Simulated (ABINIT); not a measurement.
# Quasiparticle gap of GaN (P6_3mc) in ABINIT, part 2 of 3

How does a plane-wave GW calculation on GaN (P6_3mc) run from the first input to the gap?

ABINIT 10.8.3; LDA and many-body steps on it, plane waves. Known limits of the many-body steps: not at the basis limit; no spin-orbit coupling; coarse k mesh.

So far. Step 2 (Ground state): The gap is direct, at Γ.

The database entry behind the starting cell has ideal inner coordinates that were not refined, so it need not match the best structure at ambient conditions.

**3. Bands along the symmetry lines**

Level of this step: DFT, LDA, plane waves, norm-conserving pseudopotentials (ABINIT).

Levels along a band path, at the cheap level, show where the edges lie and whether the meshes to come will hold them.

run.abi

```
acell 3*1.0 Angstrom
rprim 
  3.190000000016 -0.000000000004 0.000000000000
  -1.595000000005 2.762621038088 0.000000000000
  0.000000000000 0.000000000000 5.189000000000
ntypat 2
znucl 31 7
natom 4
typat 1 1 2 2
xred 
  0.666666666667 0.333333333333 0.000000000000
  0.333333333333 0.666666666667 0.500000000000
  0.666666666667 0.333333333333 0.375000000000
  0.333333333333 0.666666666667 0.875000000000
pp_dirpath "pseudos"
pseudos "Ga.upf, N.upf"
ecut 45
iscf -2
irdden 1
kptopt 0
nkpt 75
kpt 
  0.00000000 0.00000000 0.00000000
  0.06250000 0.00000000 0.00000000
  0.12500000 0.00000000 0.00000000
  0.18750000 0.00000000 0.00000000
  0.25000000 0.00000000 0.00000000
  0.31250000 0.00000000 0.00000000
  0.37500000 0.00000000 0.00000000
  0.43750000 0.00000000 0.00000000
  0.50000000 0.00000000 0.00000000
  0.47916667 0.04166667 0.00000000
  0.45833333 0.08333333 0.00000000
  0.43750000 0.12500000 0.00000000
  0.41666666 0.16666666 0.00000000
  0.39583333 0.20833333 0.00000000
  0.37500000 0.25000000 0.00000000
  0.35416666 0.29166666 0.00000000
  0.33333333 0.33333333 0.00000000
  0.29166666 0.29166666 0.00000000
  0.25000000 0.25000000 0.00000000
  0.20833333 0.20833333 0.00000000
  0.16666666 0.16666666 0.00000000
  0.12500000 0.12500000 0.00000000
  0.08333333 0.08333333 0.00000000
  0.04166667 0.04166667 0.00000000
  0.00000000 0.00000000 0.00000000
  0.00000000 0.00000000 0.06250000
  0.00000000 0.00000000 0.12500000
  0.00000000 0.00000000 0.18750000
  0.00000000 0.00000000 0.25000000
  0.00000000 0.00000000 0.31250000
  0.00000000 0.00000000 0.37500000
  0.00000000 0.00000000 0.43750000
  0.00000000 0.00000000 0.50000000
  0.06250000 0.00000000 0.50000000
  0.12500000 0.00000000 0.50000000
  0.18750000 0.00000000 0.50000000
  0.25000000 0.00000000 0.50000000
  0.31250000 0.00000000 0.50000000
  0.37500000 0.00000000 0.50000000
  0.43750000 0.00000000 0.50000000
  0.50000000 0.00000000 0.50000000
  0.47916667 0.04166667 0.50000000
  0.45833333 0.08333333 0.50000000
  0.43750000 0.12500000 0.50000000
  0.41666666 0.16666666 0.50000000
  0.39583333 0.20833333 0.50000000
  0.37500000 0.25000000 0.50000000
  0.35416666 0.29166666 0.50000000
  0.33333333 0.33333333 0.50000000
  0.29166666 0.29166666 0.50000000
  0.25000000 0.25000000 0.50000000
  0.20833333 0.20833333 0.50000000
  0.16666666 0.16666666 0.50000000
  0.12500000 0.12500000 0.50000000
  0.08333333 0.08333333 0.50000000
  0.04166667 0.04166667 0.50000000
  0.00000000 0.00000000 0.50000000
  0.50000000 0.00000000 0.50000000
  0.50000000 0.00000000 0.43750000
  0.50000000 0.00000000 0.37500000
  0.50000000 0.00000000 0.31250000
  0.50000000 0.00000000 0.25000000
  0.50000000 0.00000000 0.18750000
  0.50000000 0.00000000 0.12500000
  0.50000000 0.00000000 0.06250000
  0.50000000 0.00000000 0.00000000
  0.33333333 0.33333333 0.50000000
  0.33333333 0.33333333 0.43750000
  0.33333333 0.33333333 0.37500000
  0.33333333 0.33333333 0.31250000
  0.33333333 0.33333333 0.25000000
  0.33333333 0.33333333 0.18750000
  0.33333333 0.33333333 0.12500000
  0.33333333 0.33333333 0.06250000
  0.33333333 0.33333333 0.00000000
istwfk *1
nband 33
nbdbuf 2
tolwfr 1e-08
nstep 40
prtwf 0
prtvol 0
indata_prefix "in"
outdata_prefix "out"
tmpdata_prefix "tmp"
```

The run is started by

```
$ OMP_NUM_THREADS=1 mpirun -n 8 abinit run.abi > log
```

Numbers of over 12 decimals in the logs are rounded to 6 here.

What it wrote:

```text
.Version 10.8.3 of ABINIT. v10.8.2 released Aug 2026.

 Symmetries : space group P6_3 m c (#186); Bravais hP (primitive hexag.)
[... echo of the input left out ...]
== DATASET  1 ==================================================================
-   mpi_nproc: 8, omp_nthreads: 1 (-1 if OMP is not activated)

--- !DatasetInfo
iteration_state: {dtset: 1, }
dimensions: {natom: 4, nkpt: 75, mband: 33, nsppol: 1, nspinor: 1, nspden: 1, mpw: 4506, }
cutoff_energies: {ecut:  45.0, pawecutdg:  -1.0, }
electrons: {nelect:   5.20000000E+01, charge:   0.00000000E+00, occopt:   1.00000000E+00, tsmear:   1.00000000E-02, }

 Real(R)+Recip(G) space primitive vectors, cartesian coordinates (Bohr,Bohr^-1):
 R(1)=  6.0282263  0.0000000  0.0000000  G(1)=  0.1658863  0.0957745  0.0000000
 R(2)= -3.0141132  5.2205972  0.0000000  G(2)=  0.0000000  0.1915490  0.0000000
 R(3)=  0.0000000  0.0000000  9.8057889  G(3)=  0.0000000  0.0000000  0.1019806
 Unit cell volume ucvol=  3.0859741E+02 bohr^3
 Angles (23,13,12)=  9.00000000E+01  9.00000000E+01  1.20000000E+02 degrees

 getcut: wavevector=  0.0000  0.0000  0.0000  ngfft=  40  40  60
         ecut(hartree)=     45.000   => boxcut(ratio)=   2.02627

--- Pseudopotential description ------------------------------------------------
- Ga Generated using ONCVPSP code by D. R. Hamann
- 31.00000  21.00000  180309                  znucl, zion, pspdat
12 -1012 2 -1 1858                            pspcod,pspxc,lmax,lloc,mmax
     nproj     2     2     2
  pspatm : epsatm=   21.89818218
         --- l  ekb(1:nproj) -->
             0    4.942386   -1.222782
             1   -5.724586   -1.365263
             2  -10.663097   -3.851155
 pspatm: atomic psp has been read  and splines computed

- N Generated using ONCVPSP code by D. R. Hamann
-  7.00000   5.00000  180309                  znucl, zion, pspdat
12 -1012 1 -1 1058                            pspcod,pspxc,lmax,lloc,mmax
     nproj     2     2     0
  pspatm : epsatm=    5.30777321
         --- l  ekb(1:nproj) -->
[...]
pspatm: atomic psp has been read  and splines computed

--------------------------------------------------------------------------------

================================================================================
 prteigrs : about to open file out_EIG
 Non-SCF case, kpt    1 (  0.00000  0.00000  0.00000), residuals and eigenvalues=
  7.24E-09  7.15E-09  6.99E-09  1.05E-09  2.42E-09  5.41E-09  1.54E-09  4.75E-09
  1.57E-09  1.28E-09  6.71E-09  5.43E-09  8.62E-09  2.78E-09  4.35E-09  6.52E-09
  9.61E-09  2.76E-09  3.91E-09  6.67E-09  1.53E-09  3.56E-09  5.85E-09  4.94E-09
[...]
2.95E-09
 -4.9583E+00 -4.9582E+00 -3.1635E+00 -3.1633E+00 -3.1633E+00 -3.1633E+00
 -3.1633E+00 -3.1633E+00 -3.4223E-01 -3.1192E-01 -2.6167E-01 -2.6080E-01
 -2.6080E-01 -2.5863E-01 -2.5863E-01 -2.5199E-01 -2.5199E-01 -2.4877E-01
[...]
9.41E-06
[...]
Non-SCF case, kpt   74 (  0.33333  0.33333  0.06250), residuals and eigenvalues=
[...]
Non-SCF case, kpt   75 (  0.33333  0.33333  0.00000), residuals and eigenvalues=
[...]
-1.7929E-01 -1.7929E-01  4.1358E-02  4.1358E-02  4.3937E-02  1.2801E-01
  1.2801E-01  1.3975E-01  4.2323E-01  5.2056E-01  5.2056E-01  5.4294E-01
[...]
--- !ResultsGS
iteration_state: {dtset: 1, }
comment   : Summary of ground state results
lattice_vectors:
- [  6.0282263,  -0.0000000,   0.0000000, ]
- [ -3.0141132,   5.2205972,   0.0000000, ]
- [  0.0000000,   0.0000000,   9.8057889, ]
lattice_lengths: [   6.02823,    6.02823,    9.80579, ]
lattice_angles: [ 90.000,  90.000, 120.000, ] # degrees, (23, 13, 12)
lattice_volume:   3.0859741E+02
convergence: {deltae:  0.000E+00, res2:  0.000E+00, residm:  9.986E-09, diffor:  0.000E+00, }
etotal    :  -5.16699503E+02
entropy   :   0.00000000E+00
fermie    :   2.39631527E-01
cartesian_stress_tensor: null
pressure_GPa: null
xred      :
- [  6.6667E-01,   3.3333E-01,   0.0000E+00, Ga]
- [  3.3333E-01,   6.6667E-01,   5.0000E-01, Ga]
- [  6.6667E-01,   3.3333E-01,   3.7500E-01,  N]
- [  3.3333E-01,   6.6667E-01,   8.7500E-01,  N]
cartesian_forces: null
force_length_stats: {min: null, max: null, mean: null, }

 Integrated electronic density in atomic spheres:
 ------------------------------------------------
 Atom  Sphere_radius  Integrated_density
[...]
================================================================================

 ----iterations are completed or convergence reached----

 Mean square residual over all n,k,spin=   50.936E-10; max=  99.861E-10
 reduced coordinates (array xred) for    4 atoms
[...]
0.666666666667      0.333333333333      0.375000000000
       0.333333333333      0.666666666667      0.875000000000

 cartesian coordinates (angstrom) at end:
    1      1.595000     0.920874     0.000000
    2      2e-12     1.841747     2.594500
    3      1.595000     0.920874     1.945875
    4      2e-12     1.841747     4.540375
 length scales=  1.889726125908  1.889726125908  1.889726125908 bohr
              =  1.000000000000  1.000000000000  1.000000000000 angstroms
 prteigrs : about to open file out_EIG
 Eigenvalues (hartree) for nkpt=  75  k points:
 kpt#   1, nband= 33, wtk=  1.00000, kpt=  0.0000  0.0000  0.0000 (reduced coord)
[...]
kpt#   2, nband= 33, wtk=  1.00000, kpt=  0.0625  0.0000  0.0000 (reduced coord)
[...]
kpt#   3, nband= 33, wtk=  1.00000, kpt=  0.1250  0.0000  0.0000 (reduced coord)
[...]
kpt#  74, nband= 33, wtk=  1.00000, kpt=  0.3333  0.3333  0.0625 (reduced coord)
[...]
0.69883
 kpt#  75, nband= 33, wtk=  1.00000, kpt=  0.3333  0.3333  0.0000 (reduced coord)
[...]
-0.25103   -0.24933   -0.17929   -0.17929    0.04136    0.04136    0.04394    0.12801
   0.12801    0.13975    0.42323    0.52056    0.52056    0.54294    0.59684    0.59684
   0.69521

== END DATASET(S) ==============================================================
================================================================================

 -outvars: echo values of variables after computation  --------
            nband          33
             nkpt          75
          spgroup         186
 [... the other variables as echoed above ...]

 Calculation completed.
```

Run time: 48 s. Hardware: 8 MPI ranks of Arm Neoverse N1, shared host; peak memory 0.67 GiB; 6.4 min of CPU time.

This step gave:

```
gap                        : 1.916 eV
k of the valence top       : 0, 0, 0
k of the conduction bottom : 0, 0, 0
least direct gap           : 1.916 eV
```

The gap is 1.916 eV, as in the run before at this level.

The electronic bands at the labelled points (eV, zero at the top of the highest filled band):

| point | band 23 | band 24 | band 25 | band 26 | band 27 | band 28 | band 29 | band 30 |
| --- | --- | --- | --- | --- | --- | --- | --- | --- |
| Γ | -1.05 | -0.07 | 0.00 | 0.00 | 1.92 | 4.15 | 9.03 | 9.72 |
| halfway | -2.86 | -2.01 | -0.75 | -0.49 | 4.23 | 5.79 | 7.22 | 8.37 |
| M | -4.27 | -2.77 | -2.27 | -0.99 | 4.91 | 5.47 | 5.91 | 8.43 |
| halfway | -4.29 | -3.57 | -2.42 | -1.88 | 5.47 | 6.47 | 6.49 | 8.28 |
| K | -5.33 | -3.04 | -3.04 | -2.72 | 5.00 | 7.64 | 7.64 | 8.25 |
| halfway | -3.67 | -2.43 | -1.02 | -0.94 | 4.87 | 6.72 | 7.13 | 7.48 |
| Γ | -1.05 | -0.07 | 0.00 | 0.00 | 1.92 | 4.15 | 9.03 | 9.72 |
| halfway | -0.91 | -0.91 | -0.16 | -0.16 | 3.08 | 4.26 | 8.65 | 9.39 |
| A | -0.54 | -0.54 | -0.54 | -0.54 | 4.18 | 4.18 | 8.33 | 8.33 |
| halfway | -2.11 | -2.11 | -1.30 | -1.30 | 5.14 | 5.14 | 7.49 | 7.49 |
| L | -1.95 | -1.95 | -1.93 | -1.93 | 4.29 | 4.29 | 7.62 | 7.62 |
| halfway | -3.22 | -3.22 | -1.62 | -1.62 | 5.25 | 5.25 | 7.94 | 7.94 |
| H | -4.22 | -4.22 | -1.51 | -1.51 | 6.31 | 6.31 | 7.17 | 7.17 |
| halfway | -2.14 | -2.14 | -1.84 | -1.84 | 5.56 | 5.56 | 7.50 | 7.50 |
| A | -0.54 | -0.54 | -0.54 | -0.54 | 4.18 | 4.18 | 8.33 | 8.33 |
| jump to L | -1.95 | -1.95 | -1.93 | -1.93 | 4.29 | 4.29 | 7.62 | 7.62 |
| halfway | -3.34 | -2.54 | -1.73 | -1.29 | 4.21 | 4.96 | 7.41 | 7.69 |
| M | -4.27 | -2.77 | -2.27 | -0.99 | 4.91 | 5.47 | 5.91 | 8.43 |
| jump to H | -4.22 | -4.22 | -1.51 | -1.51 | 6.31 | 6.31 | 7.17 | 7.17 |
| halfway | -5.03 | -3.23 | -2.23 | -2.23 | 5.75 | 7.06 | 7.06 | 8.04 |
| K | -5.33 | -3.04 | -3.04 | -2.72 | 5.00 | 7.64 | 7.64 | 8.25 |

**4. Empty states on the mesh, 3×3×2 mesh, 191 bands**

The sums over transitions need many empty states on a uniform mesh; this step solves for them.

run.abi

```
acell 3*1.0 Angstrom
rprim 
  3.190000000016 -0.000000000004 0.000000000000
  -1.595000000005 2.762621038088 0.000000000000
  0.000000000000 0.000000000000 5.189000000000
ntypat 2
znucl 31 7
natom 4
typat 1 1 2 2
xred 
  0.666666666667 0.333333333333 0.000000000000
  0.333333333333 0.666666666667 0.500000000000
  0.666666666667 0.333333333333 0.375000000000
  0.333333333333 0.666666666667 0.875000000000
pp_dirpath "pseudos"
pseudos "Ga.upf, N.upf"
ecut 45
ngkpt 3 3 2
nshiftk 1
shiftk 0 0 0
kptopt 1
chksymbreak 0
irdden 1
istwfk *1
nband 191
prtvol 0
optdriver 6
gwr_task "HDIAGO"
paral_kgb 0
occopt 1
indata_prefix "in"
outdata_prefix "out"
tmpdata_prefix "tmp"
```

What it wrote:

```text
[banner, memory and clock lines left out]
.Version 10.8.3 of ABINIT. v10.8.2 released Aug 2026.

 Symmetries : space group P6_3 m c (#186); Bravais hP (primitive hexag.)
[... echo of the input left out ...]
== DATASET  1 ==================================================================
-   mpi_nproc: 8, omp_nthreads: 1 (-1 if OMP is not activated)

--- !DatasetInfo
iteration_state: {dtset: 1, }
dimensions: {natom: 4, nkpt: 6, mband: 191, nsppol: 1, nspinor: 1, nspden: 1, mpw: 4506, }
cutoff_energies: {ecut:  45.0, pawecutdg:  -1.0, }
electrons: {nelect:   5.20000000E+01, charge:   0.00000000E+00, occopt:   1.00000000E+00, tsmear:   1.00000000E-02, }

.Using double precision arithmetic; gwpc =  8

- Reading GS density from: in_DEN

--- Pseudopotential description ------------------------------------------------
- Ga Generated using ONCVPSP code by D. R. Hamann
- 31.00000  21.00000  180309                  znucl, zion, pspdat
12 -1012 2 -1 1858                            pspcod,pspxc,lmax,lloc,mmax
     nproj     2     2     2
  pspatm : epsatm=   21.89818218
         --- l  ekb(1:nproj) -->
             0    4.942386   -1.222782
             1   -5.724586   -1.365263
             2  -10.663097   -3.851155
 pspatm: atomic psp has been read  and splines computed

- N Generated using ONCVPSP code by D. R. Hamann
-  7.00000   5.00000  180309                  znucl, zion, pspdat
12 -1012 1 -1 1058                            pspcod,pspxc,lmax,lloc,mmax
     nproj     2     2     0
  pspatm : epsatm=    5.30777321
         --- l  ekb(1:nproj) -->
             0    7.408032    0.617798
             1   -4.361519   -1.032581
 pspatm: atomic psp has been read  and splines computed

   2.82941936E+03                                ecore*ucvol(ha*bohr**3)

 Total charge density [el/Bohr^3]
)     Maximum=    6.5123E+00  at reduced coord.    0.7500    0.3750    0.9833
)     Minimum=    4.7605E-03  at reduced coord.    0.0000    0.0000    0.2000
   Integrated=    5.2000E+01

 === KS gaps after direct diagonalization ===
 Direct band gap semiconductor
 Fundamental gap:     1.916 (eV)
   VBM:     6.521 (eV) at k: [ 0.0000E+00,  0.0000E+00,  0.0000E+00]
   CBM:     8.436 (eV) at k: [ 0.0000E+00,  0.0000E+00,  0.0000E+00]
 Direct gap:         1.916 (eV) at k: [ 0.0000E+00,  0.0000E+00,  0.0000E+00]

== END DATASET(S) ==============================================================

 -outvars: echo values of variables after computation  --------
           etotal      0.0000000000E+00
            nband         191
             nkpt           6
          spgroup         186
 [... the other variables as echoed above ...]

 Calculation completed.
```

Wall time 98 s (8 MPI ranks); peak memory 8 GiB; 13 min of CPU time.

Numbers from this step:

* gap: 1.916 eV
* k of the valence top: 0, 0, 0
* k of the conduction bottom: 0, 0, 0
* least direct gap: 1.916 eV
* k points computed: 6
* lowest point of the top converged band, above the valence top: 120.2651 eV

On this mesh the gap is 1.916 eV.

**5. Screening, 3×3×2 mesh, 183 bands, screening to 179.6 eV**

The RPA dielectric matrix is built and inverted for each q.

This step: RPA screening on LDA, plane waves, norm-conserving pseudopotentials.

Edit run.abi of step 4 so:

```diff
@@ -22,10 +22,11 @@
 chksymbreak 0
-irdden 1
 istwfk *1
-nband 191
-prtvol 0
-optdriver 6
-gwr_task "HDIAGO"
-paral_kgb 0
 occopt 1
+irdwfk 1
+optdriver 3
+nband 183
+ecuteps 6.6
+inclvkb 2
+awtr 1
+symchi 1
 indata_prefix "in"
```

What it wrote:

```text
.Version 10.8.3 of ABINIT. v10.8.2 released Aug 2026.

 Symmetries : space group P6_3 m c (#186); Bravais hP (primitive hexag.)
[... echo of the input left out ...]
== DATASET  1 ==================================================================
-   mpi_nproc: 8, omp_nthreads: 1 (-1 if OMP is not activated)

--- !DatasetInfo
iteration_state: {dtset: 1, }
dimensions: {natom: 4, nkpt: 6, mband: 183, nsppol: 1, nspinor: 1, nspden: 1, mpw: 4506, }
cutoff_energies: {ecut:  45.0, pawecutdg:  -1.0, }
electrons: {nelect:   5.20000000E+01, charge:   0.00000000E+00, occopt:   1.00000000E+00, tsmear:   1.00000000E-02, }

 SCREENING: Calculation of the susceptibility and dielectric matrices

 Based on a program developped by R.W. Godby, V. Olevano, G. Onida, and L. Reining.
 Incorporated in ABINIT by V. Olevano, G.-M. Rignanese, and M. Torrent.
.Using double precision arithmetic ; gwpc =  8

[... cell and pseudopotentials left out ...]
--------------------------------------------------------------------------------

 ==== K-mesh for the wavefunctions ====
 Number of points in the irreducible wedge :     6
[... list of points left out ...]
 Together with 12 symmetry operations and time-reversal symmetry
 yields    18 points in the full Brillouin Zone.

 ==== Q-mesh for the screening function ====
 Number of points in the irreducible wedge :     6
[... list of points left out ...]
 Together with 12 symmetry operations and time-reversal symmetry
 yields    18 points in the full Brillouin Zone.

 setmesh: FFT mesh size selected  =    27x   27x   48
          total number of points  =        34992

 vcoul_init : cutoff-mode = AUXILIARY_FUNCTION
 q-points for optical limit:   1
     1)      0.000010    0.000020    0.000030

- screening: taking advantage of time-reversal symmetry
- Maximum band index for partially occupied states nbvw = 26
- Remaining bands to be divided among processors   nbcw = 157
- Number of bands treated by each node ~19

 Number of electrons calculated from density =   52.0000; Expected =   52.0000
 average of density, n =  0.168504
 r_s =    1.1231
 omega_plasma =   39.5969 [eV]

 calculating chi0 at frequencies [eV] :
  1    0.000000E+00    0.000000E+00
  2    0.000000E+00    3.959690E+01

--------------------------------------------------------------------------------
  q-point number  1        q = ( 0.000000, 0.000000, 0.000000) [r.l.u.]
--------------------------------------------------------------------------------
[... chi0 elements left out ...]
 For q-point:  0.000010 0.000020 0.000030
  dielectric constant =   9.9883
  dielectric constant without local fields =  10.7763

  Average fulfillment of the sum rule on Im[epsilon] for q-point    1 :     52.50  [%]
[... wings left out ...]
  q-point number  2        q = ( 0.333333, 0.000000, 0.000000) [r.l.u.]
--------------------------------------------------------------------------------
[... chi0 elements left out ...]
  Average fulfillment of the sum rule on Im[epsilon] for q-point    2 :     55.78  [%]

 [... 4 further q-points ...]
```

Run time: 56 s. Hardware: 8 MPI ranks; peak memory 1.9 GiB.

This step gave:

| Property | Result |
| --- | --- |
| ε∞ with local fields, on this mesh, along the program's q direction | 9.988 |
| the same without local fields | 10.78 |
| plasma frequency | 39.60 eV |
| plane waves in the screening matrix | 251 |

Local fields lower ε∞ by 7 %. On a Γ-centred mesh this coarse the value itself is usually too large, while a short band sum pulls it down.

(Part 2 of 3 ends here.)

[Paths, hosts, dates, memory and timing lines, banners, echoed tables and standing remarks are left out of the program output.]

[Logs are printed without paths, hosts, clocks, repeated set-up lines and the standing remarks that a program may print on its own settings, such as how far it seeks lower states.]

[Runs of the session that timed out or met a known fault of the program may be left out.]

[Hosts, paths, dates, database ids (printed as entryN), source tags and the programs' standing remarks are cut or masked in the printed files.]

[G0W0 gaps are taken among the corrected bands and points alone; a level outside them can change the order at an edge.]

[Where Ansatz stands beside ABINIT at settings called matched, ABINIT's density can come from a denser mesh and the files from another edition; pairs whose starting gaps differed by over 0.03 eV were left out, so agreement reads better than it is.]
